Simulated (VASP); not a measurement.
# BN (Qingsongite) (F-43m) in VASP: further runs, part 2 of 2

VASP 6.6.1. Earlier steps stand in the parts before.

## 3. Relaxation of cell and atoms, PBE+D3(BJ)

The input, INCAR:

```
PREC     = Accurate       # precision mode
ENCUT    = 600            # plane-wave cutoff, eV
EDIFF    = 1E-6           # SCF threshold, eV
ISMEAR   = 1              # smearing method
SIGMA    = 0.02           # smearing width, eV
LREAL    = False          # projectors in reciprocal space
LASPH    = True           # aspherical terms in the spheres
NELM     = 60             # most SCF steps
ALGO     = Normal         # electronic algorithm
ISIF     = 3              # what is computed and relaxed
LWAVE    = False          # write WAVECAR
LCHARG   = False          # write CHGCAR
GGA      = PE             # functional
IVDW     = 12             # dispersion correction
IBRION   = 2              # ionic algorithm
NSW      = 80             # ionic steps
EDIFFG   = -0.05          # ionic threshold
```

The input, KPOINTS:

```
regular mesh
0
Gamma
  9 9 9
```

The input, POSCAR:

```
BN
1.0
    2.5561910000      0.0000000000      0.0000000000
    1.2780955000      2.2137263429      0.0000000000
    1.2780955000      0.7379087810      2.0871212117
B N
1 1
Direct
    0.0000000000      0.0000000000      0.0000000000
    0.2500000000      0.2500000000      0.2500000000
```

Potentials or basis: VASP PAW PBE potentials, release 64 (B, N).

Started as:

```
cat potpaw_PBE.64/B/POTCAR potpaw_PBE.64/N/POTCAR > POTCAR
mpirun -np 1 vasp_std > vasp.out
```

OUTCAR:

```text
PREC = Accurate
   ENCUT = 600
   EDIFF = 1E-6
   ISMEAR = 1
   LREAL = False
   LASPH = True
   NELM = 60
   ISIF = 3
   GGA = PE
   IVDW = 12
   IBRION = 2
   NSW = 80
   EDIFFG = -0.05
 IVDW          = 12

 ion  position               nearest neighbor table
   1  0.000  0.000  0.000-   2 1.57   2 1.57   2 1.57   2 1.57
   2  0.250  0.250  0.250-   1 1.57   1 1.57   1 1.57   1 1.57

  LATTYP: Found a face centered cubic cell.
 ALAT       =     3.6149999802

  Lattice vectors:

 A1 = (   2.5561910000,   0.0000000000,   0.0000000000)
 A2 = (   1.2780955000,   2.2137263429,   0.0000000000)
 A3 = (   1.2780955000,   0.7379087810,   2.0871212117)

Analysis of symmetry for initial positions (statically):
=====================================================================
 Subroutine PRICEL returns:
 Original cell was already a primitive cell.

 Routine SETGRP: Setting up the symmetry group for a
 face centered cubic supercell.

 Subroutine GETGRP returns: Found 24 space group operations
 (whereof 24 operations were pure point group operations)
 out of a pool of 48 trial point group operations.

The static configuration has the point symmetry T_d .

Analysis of symmetry for dynamics (positions and initial velocities):
=====================================================================
 Subroutine PRICEL returns:
 Original cell was already a primitive cell.

 Routine SETGRP: Setting up the symmetry group for a
 face centered cubic supercell.

 Subroutine GETGRP returns: Found 24 space group operations
 (whereof 24 operations were pure point group operations)
 out of a pool of 48 trial point group operations.

The dynamic configuration has the point symmetry T_d .

 Subroutine INISYM returns: Found 24 space group operations
 (whereof 24 operations are pure point group operations),
 and found     1 'primitive' translations

----------------------------------------------------------------------------------------

                                     Primitive cell

  volume of cell :      11.8104
[... 98 lines left out ...]
   TEBEG  =    0.0;   TEEND  =   0.0 temperature during run
   PSTRESS=    0.0 pullay stress
   NELECT =       8.0000    total number of electrons
   NUPDOWN=      -1.0000    fix difference up-down
   EMIN   =  10.00;   EMAX   =-10.00  energy-range for DOS
   EFERMI =   0.00;   METHOD = LEGACY
   ISMEAR =     1;   SIGMA  =   0.02  broadening in eV -4-tet -1-fermi 0-gaus
   EFERMI_NEDOS =   21; number of points for ismear=-14 and -15
   IALGO  =     38    algorithm
   IMIX   =      4    mixing-type and parameters
     AMIX     =   0.40;   BMIX     =  1.00
     AMIX_MAG =   1.60;   BMIX_MAG =  1.00
  volume/ion in A,a.u.               =       5.91        39.85
  Fermi-wavevector in a.u.,A,eV,Ry     =   1.437749  2.716952 28.124920  2.067123
  Thomas-Fermi vector in A             =   2.556793
   LORBIT       =      0    0 simple, 1 ext, 2 COOP (PROOUT), +10 PAW based schemes
   GGA     = PE    functional components
   LHFCALC =     F    Hartree Fock is set to
   AEXX    =    0.0000 exact exchange contribution
   IVDW    =    12    specifies the selected vdW correction
   LEPSILON=     F    determine dielectric tensor
   LRPA    =     F    only Hartree local field effects (RPA)
 conjugate gradient relaxation of ions
 non-spin polarized calculation
 Methfessel and Paxton  Order N= 1 SIGMA  =   0.02
  energy-cutoff  :      600.00
  volume of cell :       11.81
 maximum number of plane-waves:       411
   NGX = 11   NGY = 11   NGZ = 11

--------------------------------------- Ionic step        1  -------------------------------------------

 number of electron       7.9999999 magnetization

 Free energy of the ion-electron system (eV)
  ---------------------------------------------------
  ext. energy  EPLUGINS =         0.00000000
  ---------------------------------------------------
  free energy    TOTEN  =       -17.45336355 eV

  energy without entropy =      -17.45336355  energy(sigma->0) =      -17.45336355

------------------------ aborting loop because EDIFF is reached ----------------------------------------

 Edisp (eV)   -0.41837

 E8    (eV) :    -0.1237
[... 71 lines left out ...]
--------------------------------------- Ionic step        3  -------------------------------------------

 number of electron       7.9999999 magnetization

 Free energy of the ion-electron system (eV)
  ---------------------------------------------------
  ext. energy  EPLUGINS =         0.00000000
  ---------------------------------------------------
  free energy    TOTEN  =       -17.45108109 eV

  energy without entropy =      -17.45108109  energy(sigma->0) =      -17.45108109

 E-fermi :   7.6037     XC(G=0): -12.8572

 val. band max:        7.4904115208   @ k =   0.0000   0.0000   0.0000
 cond. band min:      12.1129074514   @ k =   0.4444   0.4444   0.0000
 fundamental gap:      4.6224959306
 Fermi energy:         7.6037496190

 k-point     1 :       0.0000    0.0000    0.0000
  band No.  band energies     occupation
      1     -12.8214      2.00000
      2       7.4904      2.00000
      3       7.4904      2.00000
      4       7.4904      2.00000
      5      16.3438      0.00000
      6      16.3438      0.00000
      7      16.3438      0.00000
      8      17.9561      0.00000
[... 243 lines left out ...]
 k-point    24 :       0.4444    0.4444    0.0000
  band No.  band energies     occupation
      1      -7.5721      2.00000
      2      -1.0196      2.00000
      3       2.6509      2.00000
      4       2.6509      2.00000
      5      12.1129      0.00000
      6      16.8737      0.00000
      7      25.2012      0.00000
      8      25.2012      0.00000

 [... further k-points ...]

------------------------ aborting loop because EDIFF is reached ----------------------------------------

 Edisp (eV)   -0.42135

 E8    (eV) :    -0.1245
[... 25 lines left out ...]
  FREE ENERGIE OF THE ION-ELECTRON SYSTEM (eV)
  ---------------------------------------------------
  free  energy   TOTEN  =       -17.8724305986 eV

  energy  without entropy=      -17.8724305986  energy(sigma->0) =      -17.87243060

 reached required accuracy - stopping structural energy minimisation
```

CONTCAR:

```text
BN
   1.00000000000000
     2.5501494110599983    0.0000000000000000   -0.0000000000000000
     1.2750747055299991    2.2084941733989134   -0.0000000000000836
     1.2750747055299991    0.7361647244994802    2.0821882749870770
  B               N
     1     1
Direct
     0.0000000000000000    0.0000000000000000    0.0000000000000000
     0.2500000000000000    0.2500000000000000    0.2500000000000000

  0.00000000E+00  0.00000000E+00  0.00000000E+00
  0.00000000E+00  0.00000000E+00  0.00000000E+00
```

It took 6.7 s on 1 thread of Intel Xeon Platinum 8259CL at 2.50GHz (Skylake/Cascade Lake), shared host; peak memory 0.13 GiB.

What came out:

```
Free energy                            : -17.8724 eV
Relaxed volume                         : 5.86 Å³/atom
Relaxed cell                           : a = 2.550 Å, b = 2.550 Å, c = 2.550 Å, α = 60.00°, β = 60.00°, γ = 60.00°
Space group after relaxing (to 0.05 Å) : F-43m (No. 216)
Energy gained by relaxing              : 0.4 meV/atom
Ionic steps                            : 3
Pressure after relaxing                : 0.0 GPa
Band gap on the k mesh                 : 4.62 eV, indirect (least direct gap 8.85 eV)
Dispersion energy per atom             : -0.211 eV
```

The path:
| step | energy change (eV) | largest force (eV/Å) | pressure (GPa) | volume (Å³) |
| --- | --- | --- | --- | --- |
| 1 | 0.0000 | 0.0000 | -2.66 | 11.81 |
| 2 | 0.0000 | 0.0000 | 2.78 | 11.64 |
| 3 | -0.0007 | 0.0000 | 0.01 | 11.73 |

Final structure:
```
CELL_PARAMETERS angstrom
2.55015 0.00000 0.00000
1.27507 2.20849 0.00000
1.27507 0.73616 2.08219
ATOMIC_POSITIONS crystal
B 0.00000 0.00000 0.00000
N 0.25000 0.25000 0.25000
```

Levels at points of the mesh, in eV from the valence-band top:
```tsv
k point	band 1	band 2	band 3	band 4	band 5	band 6	band 7	band 8
(0.00, 0.00, 0.00)	-20.31	0.00	0.00	0.00	8.85	8.85	8.85	10.47
```

## 4. Relaxation of cell and atoms, r2SCAN+rVV10

POSCAR is that of step 3.

The input, INCAR.step1:

```
PREC     = Accurate       # precision mode
ENCUT    = 600            # plane-wave cutoff, eV
ISMEAR   = 1              # smearing method
SIGMA    = 0.02           # smearing width, eV
LREAL    = False          # projectors in reciprocal space
LASPH    = True           # aspherical terms in the spheres
NELM     = 60             # most SCF steps
GGA      = PE             # functional
ALGO     = Normal         # electronic algorithm
EDIFF    = 1E-4           # SCF threshold, eV
LWAVE    = True           # write WAVECAR
LCHARG   = False          # write CHGCAR
```

The input, INCAR.step2:

```
PREC     = Accurate       # precision mode
ENCUT    = 600            # plane-wave cutoff, eV
EDIFF    = 1E-6           # SCF threshold, eV
ISMEAR   = 1              # smearing method
SIGMA    = 0.02           # smearing width, eV
LREAL    = False          # projectors in reciprocal space
LASPH    = True           # aspherical terms in the spheres
NELM     = 60             # most SCF steps
ALGO     = Normal         # electronic algorithm
ISIF     = 3              # what is computed and relaxed
LWAVE    = False          # write WAVECAR
LCHARG   = False          # write CHGCAR
METAGGA  = R2SCAN         # meta-GGA
LMIXTAU  = True         
LUSE_VDW = True         
IVDW_NL  = 2            
BPARAM   = 11.95        
CPARAM   = 0.0093       
IBRION   = 2              # ionic algorithm
NSW      = 80             # ionic steps
EDIFFG   = -0.05          # ionic threshold
ISTART   = 1
```

KPOINTS is that of step 3.

Potentials or basis: VASP PAW PBE potentials, release 64 (B, N).

Started as:

```
cat potpaw_PBE.64/B/POTCAR potpaw_PBE.64/N/POTCAR > POTCAR
cp INCAR.step1 INCAR
mpirun -np 1 vasp_std > vasp.out
cp INCAR.step2 INCAR
mpirun -np 1 vasp_std > vasp.out
```

OUTCAR:

```text
PREC = Accurate
   ENCUT = 600
   EDIFF = 1E-6
   ISMEAR = 1
   LREAL = False
   LASPH = True
   NELM = 60
   ISIF = 3
   METAGGA = R2SCAN
   IVDW_NL = 2
   BPARAM = 11.95
   IBRION = 2
   NSW = 80
   EDIFFG = -0.05
   ISTART = 1

 ion  position               nearest neighbor table
   1  0.000  0.000  0.000-   2 1.57   2 1.57   2 1.57   2 1.57
   2  0.250  0.250  0.250-   1 1.57   1 1.57   1 1.57   1 1.57

  LATTYP: Found a face centered cubic cell.
 ALAT       =     3.6149999802

  Lattice vectors:

 A1 = (   2.5561910000,   0.0000000000,   0.0000000000)
 A2 = (   1.2780955000,   2.2137263429,   0.0000000000)
 A3 = (   1.2780955000,   0.7379087810,   2.0871212117)

Analysis of symmetry for initial positions (statically):
=====================================================================
 Subroutine PRICEL returns:
 Original cell was already a primitive cell.

 Routine SETGRP: Setting up the symmetry group for a
 face centered cubic supercell.

 Subroutine GETGRP returns: Found 24 space group operations
 (whereof 24 operations were pure point group operations)
 out of a pool of 48 trial point group operations.

[... 171 lines left out ...]
  --------------------------------------------------------------------------------------
  -------------------------------------------------------------------------------------
  Total       -0.1054870     -0.1054870     -0.1054870     -0.0000000     -0.0000000      0.0000000
  in kB      -14.3101671    -14.3101671    -14.3101671     -0.0000000     -0.0000000      0.0000000
  external PRESSURE =     -14.3101671 kB  Pullay stress =       0.0000000 kB
[... 59 lines left out ...]
--------------------------------------- Ionic step        3  -------------------------------------------

 number of electron       7.9999999 magnetization

 Free energy of the ion-electron system (eV)
  ---------------------------------------------------
  ext. energy  EPLUGINS =         0.00000000
  ---------------------------------------------------
  free energy    TOTEN  =       -19.07524420 eV

  energy without entropy =      -19.07524420  energy(sigma->0) =      -19.07524420

 E-fermi :   7.4396     XC(G=0): -13.6994

 val. band max:        7.2905119852   @ k =   0.0000   0.0000   0.0000
 cond. band min:      12.3897160553   @ k =   0.4444   0.4444   0.0000
 fundamental gap:      5.0992040701
 Fermi energy:         7.4395885099

 k-point     1 :       0.0000    0.0000    0.0000
  band No.  band energies     occupation
      1     -14.0571      2.00000
      2       7.2905      2.00000
      3       7.2905      2.00000
      4       7.2905      2.00000
      5      16.8254      0.00000
      6      16.8254      0.00000
      7      16.8254      0.00000
      8      18.3810      0.00000
[... 243 lines left out ...]
 k-point    24 :       0.4444    0.4444    0.0000
  band No.  band energies     occupation
      1      -8.6836      2.00000
      2      -1.6106      2.00000
      3       2.2721      2.00000
      4       2.2721      2.00000
      5      12.3897      0.00000
      6      17.2111      0.00000
      7      26.2553      0.00000
      8      26.2553      0.00000

 [... further k-points ...]
[... 5 lines left out ...]
  --------------------------------------------------------------------------------------
  -------------------------------------------------------------------------------------
  Total       -0.0007847     -0.0007847     -0.0007847     -0.0000000     -0.0000000      0.0000000
  in kB       -0.1068431     -0.1068431     -0.1068431     -0.0000000     -0.0000000      0.0000000
  external PRESSURE =      -0.1068431 kB  Pullay stress =       0.0000000 kB
[... 17 lines left out ...]
  FREE ENERGIE OF THE ION-ELECTRON SYSTEM (eV)
  ---------------------------------------------------
  free  energy   TOTEN  =       -19.0752442031 eV

  energy  without entropy=      -19.0752442031  energy(sigma->0) =      -19.07524420

 reached required accuracy - stopping structural energy minimisation
```

OSZICAR.step1:

```text
N       E                     dE             d eps       ncg     rms          rms(c)
DAV:   1     0.141278344974E+02    0.14128E+02   -0.59331E+03   576   0.113E+03
DAV:   2    -0.181696590709E+02   -0.32297E+02   -0.32101E+02   768   0.210E+02
DAV:   3    -0.184189871020E+02   -0.24933E+00   -0.24933E+00   696   0.212E+01
DAV:   4    -0.184191602546E+02   -0.17315E-03   -0.17315E-03   760   0.551E-01
DAV:   5    -0.184191603035E+02   -0.48923E-07   -0.48923E-07   600   0.650E-03    0.668E+00
DAV:   6    -0.175410569231E+02    0.87810E+00   -0.34408E+00   760   0.144E+01    0.327E+00
DAV:   7    -0.174676766652E+02    0.73380E-01   -0.93013E-02   736   0.306E+00    0.189E+00
DAV:   8    -0.174530610307E+02    0.14616E-01   -0.41856E-02   648   0.189E+00    0.192E-01
DAV:   9    -0.174532843299E+02   -0.22330E-03   -0.54990E-04   568   0.262E-01    0.749E-02
DAV:  10    -0.174533588351E+02   -0.74505E-04   -0.13678E-04   760   0.124E-01
   1 F= -.17453359E+02 E0= -.17453359E+02  d E =0.783007E-12
```

It took 69 s on 1 thread of Intel Xeon Platinum 8259CL at 2.50GHz (Skylake/Cascade Lake), shared host; peak memory 0.17 GiB.

Results:

| Item | Value |
| --- | --- |
| Free energy | -19.0752 eV |
| Relaxed volume | 5.88 Å³/atom |
| Relaxed cell | a = 2.553 Å, b = 2.553 Å, c = 2.553 Å, α = 60.00°, β = 60.00°, γ = 60.00° |
| Space group after relaxing (to 0.05 Å) | F-43m (No. 216) |
| Energy gained by relaxing | 0.1 meV/atom |
| Ionic steps | 3 |
| Pressure after relaxing | 0.0 GPa |
| Band gap on the k mesh | 5.10 eV, indirect (least direct gap 9.53 eV) |

The path:
```csv
step,energy change (eV),largest force (eV/Å),pressure (GPa),volume (Å³)
1,0.0000,0.0000,-1.43,11.81
2,0.0000,0.0000,1.57,11.72
3,-0.0002,0.0000,-0.01,11.77
```

Final structure:
```
B N
1.0
     2.55308    0.00000    0.00000
     1.27654    2.21103    0.00000
     1.27654    0.73701    2.08458
B N
1 1
Direct
  0.00000 0.00000 0.00000
  0.25000 0.25000 0.25000
```

Caveat: the PAW data sets were made with another functional, which shifts forces and pressure a little. r2SCAN opens gaps a little over a GGA but as a rule still falls short of measured ones.

## 5. Single point, r2SCAN+rVV10

This run uses another cell than the first one, of 5.87 Å³/atom, 0.993 times its volume.

The input, POSCAR:

```
BN
1.0
    2.5504159254      0.0000000000      0.0000000000
    1.2752079627      2.2087249816      0.0000000000
    1.2752079627      0.7362416605      2.0824058830
B N
1 1
Direct
    0.0000000000      0.0000000000      0.0000000000
    0.2500000000      0.2500000000      0.2500000000
```

The input, INCAR.step1:

```
SYSTEM = BN
ALGO = Normal
EDIFF = 1E-5
ENCUT = 910
GGA = PE
GGA_COMPAT = .FALSE.
ISMEAR = 1
LASPH = .TRUE.
LCHARG = .FALSE.
LREAL = .FALSE.
LWAVE = .TRUE.
NBANDS = 11
NELM = 120
PREC = Accurate
SIGMA = 0.02
```

The input, INCAR.step2:

```
SYSTEM = BN
ALGO = Normal
BPARAM = 11.95
CPARAM = 0.0093
EDIFF = 1E-6
ENCUT = 910
GGA_COMPAT = .FALSE.
ISIF = 2
ISMEAR = 1
ISTART = 1
IVDW_NL = 2
LASPH = .TRUE.
LCHARG = .FALSE.
LMIXTAU = .TRUE.
LREAL = .FALSE.
LUSE_VDW = .TRUE.
LWAVE = .FALSE.
METAGGA = R2SCAN
NBANDS = 11
NELM = 120
PREC = Accurate
SIGMA = 0.02
```

The input, KPOINTS:

```
k-points
0
G
  9 9 9
  0 0 0
```

Potentials or basis: VASP PAW PBE potentials, release 64 (B_h, N_h).

Started as:

```
cat potpaw_PBE.64/B_h/POTCAR potpaw_PBE.64/N_h/POTCAR > POTCAR
cp INCAR.step1 INCAR
mpirun -np 1 vasp_std > vasp.out
cp INCAR.step2 INCAR
mpirun -np 1 vasp_std > vasp.out
```

It took 98 s on 1 thread of AMD EPYC 7R43 (Zen 3), shared host; peak memory 0.22 GiB.

It converged, with:

```
Free energy            : -19.0712 eV
Pressure               : -0.6 GPa
Band gap on the k mesh : 5.12 eV, indirect (least direct gap 9.57 eV)
```

Levels at points of the mesh, in eV from the valence-band top:
```tsv
k point	band 2	band 3	band 4	band 5	band 6	band 7
(0.00, 0.00, 0.00)	0.00	0.00	0.00	9.57	9.57	9.57
```

Caveat: the cutoff is under 1.25 times the usual one of these potentials, so pressure, stress and relaxed cells hold a basis-set (Pulay) error; the PAW data sets were made with another functional, which shifts forces and pressure a little.

## 6. The runs side by side

| task | level | potentials or basis | cell | cutoff (eV) | second run | gap on the mesh (eV) | pressure (GPa) | relaxed volume (Å³/atom) |
| --- | --- | --- | --- | --- | --- | --- | --- | --- |
| relaxation of cell and atoms | PBE+D4 | VASP PAW PBE potentials, release 64 (B, N) | relaxed from a = 2.556 Å, angles 60.0°, 2 atoms | 600 | - | 4.62 | 0.0 | 5.86 |
| relaxation of cell and atoms | PBE+D3(BJ) | VASP PAW PBE potentials, release 64 (B, N) | relaxed from a = 2.556 Å, angles 60.0°, 2 atoms | 600 | - | 4.62 | 0.0 | 5.86 |
| relaxation of cell and atoms | r2SCAN+rVV10 | VASP PAW PBE potentials, release 64 (B, N) | relaxed from a = 2.556 Å, angles 60.0°, 2 atoms | 600 | - | 5.10 | 0.0 | 5.88 |
| single point | r2SCAN+rVV10 | VASP PAW PBE potentials, release 64 (B_h, N_h) | a = 2.550 Å, angles 60.0°, 2 atoms | 910 | hard_potentials | 5.12 | -0.6 | - |

Alike in all rows: no spin polarisation; k mesh 9 × 9 × 9; smearing methfessel-paxton 0.02 eV.

Caveats: the PAW data sets were made with another functional, which shifts forces and pressure a little (some runs); the cutoff is under 1.25 times the usual one of these potentials, so pressure, stress and relaxed cells hold a basis-set (Pulay) error (some runs).

Total energies depend on the potentials used, so only differences within one code and one set of settings carry meaning.

## 7. How close it comes

Step 5. Measured gap of BN: 6.4 eV (indirect; 300 K; a printed reference work, monograph). This calculation gives 5.12 eV (-1.28 eV). The value is that of r2SCAN+rVV10 on a finite k mesh, which can miss the band edges, without temperature or zero-point motion.
